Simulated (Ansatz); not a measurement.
BN (zincblende), relaxed with r2SCAN, was run in Ansatz under altered settings. All numbers are computed, without spin polarisation but where a row says otherwise.

```
CELL_PARAMETERS angstrom
0.00000 1.80483 1.80483
1.80483 0.00000 1.80483
1.80483 1.80483 0.00000
ATOMIC_POSITIONS crystal
B 0.00000 0.00000 0.00000
N 0.25000 0.25000 0.25000
```

The base run's other keys:
```yaml
kpoints:
  mp_grid: { grid: [8, 8, 8] }
hamiltonian:
  xc: r2scan
scf:
  occupations: { method: fixed }
  n_extra_bands: 4
```

It takes 6 iterations with 307 plane waves at 500 eV and 29 k points, and leaves a mean stress of +0.03 GPa. The gap over this mesh is 5.003 eV.

Outcomes, with energy and stress as changes against the base:

| setting | outcome | ΔF (meV/atom) | Δ mean stress (GPa) | gap on the mesh (eV) | iterations |
| --- | --- | --- | --- | --- | --- |
| scf.convergence.dr2_threshold: 1e-12 | converged | 0.0 | 0.00 | 5.003 | 9 |
| scf.occupations: cold 1.5 | converged | 0.0 | 0.00 | 5.003 | 9 |
| scf.mixing.ndim: 2 | converged | 0.0 | 0.00 | 5.003 | 6 |
| scf.occupations: cold 0.001 | converged | 0.0 | 0.00 | 5.003 | 6 |
| accuracy: low | converged | 0.0 | 0.00 | 5.003 | 6 |
| scf.occupations: methfessel_paxton 0.2 | converged | 0.0 | 0.00 | 5.003 | 6 |
| basis.ecutrho_ratio: 1 | converged, warned | -43 | +1.37 | 5.039 | 6 |
| scf.occupations: methfessel_paxton 4 | converged | +110 | -7.20 | 4.971 | 6 |
| kpoints.mp_grid.grid: [8, 8, 1] | converged, warned | +1949 | +41.07 | 4.645 | 6 |
| scf.occupations: gaussian 0.05 | converged | 0.0 | 0.00 | 5.003 | 6 |
| kpoints.mp_grid.grid: [2, 4, 6] | converged, warned | +212 | +3.97 | 4.906 | 6 |
| scf.occupations: cold 4 | converged | 0.0 | 0.00 | 5.003 | 13 |
| hamiltonian.xc: pbesol (cutoff then 420 eV) | converged | – | -1.29 | 4.294 | 6 |
| hamiltonian.xc: pw91 | refused | – | – | – | – |

A dash marks a value that wasn't obtained or can't be compared. Stress is positive in compression. Its mean hides that meshes of lower symmetry stress the axes unequally.

- basis.ecutrho_ratio: 1. The free energy moves by -43 meV an atom, the mean stress by +1.37 GPa and the gap on the mesh by +0.036 eV (to 5.039). A density grid this coarse aliases the density, so the change is an error. Warned: cutoff below recommended.
- scf.occupations: methfessel_paxton 4. The free energy moves by +110 meV an atom, the mean stress by -7.20 GPa and the gap on the mesh by -0.032 eV (to 4.971). The term −TS is +468 meV an atom, of a sign that arises since this scheme's broadening is partly negative. A width of 4 eV moves electrons across a gap of 5.00 eV: this is no longer the ground state.
- kpoints.mp_grid.grid: [8, 8, 1]. The free energy moves by +1949 meV an atom, the mean stress by +41.07 GPa and the gap on the mesh by -0.357 eV (to 4.645). The mesh breaks the crystal's symmetry, so the stress, and any force that symmetry no longer fixes, lose it too. The mesh is too coarse. Warned: symmetry narrowed by mesh.
- kpoints.mp_grid.grid: [2, 4, 6]. The free energy moves by +212 meV an atom, the mean stress by +3.97 GPa (single components by up to 9.5) and the gap on the mesh by -0.097 eV (to 4.906). The mesh breaks the crystal's symmetry, so the stress, and any force that symmetry no longer fixes, lose it too. The mesh is too coarse. Warned: symmetry narrowed by mesh.
- hamiltonian.xc: pbesol. The cutoff follows the functional, from 500 to 420 eV. The mean stress moves by -1.29 GPa and the gap on the mesh by -0.709 eV (to 4.294). It's another functional on the same cell, so totals aren't comparable.
- hamiltonian.xc: pw91. The input is refused before any iteration. Error: YAML parse error: line 12 column 7: hamiltonian.xc: unknown variant `pw91`, expected one of […]

Within 1 meV an atom, 0.1 GPa and 0.005 eV of the base stay: scf.convergence.dr2_threshold: 1e-12; scf.occupations: cold 1.5; scf.mixing.ndim: 2; scf.occupations: cold 0.001; accuracy: low; scf.occupations: methfessel_paxton 0.2; scf.occupations: gaussian 0.05; scf.occupations: cold 4.
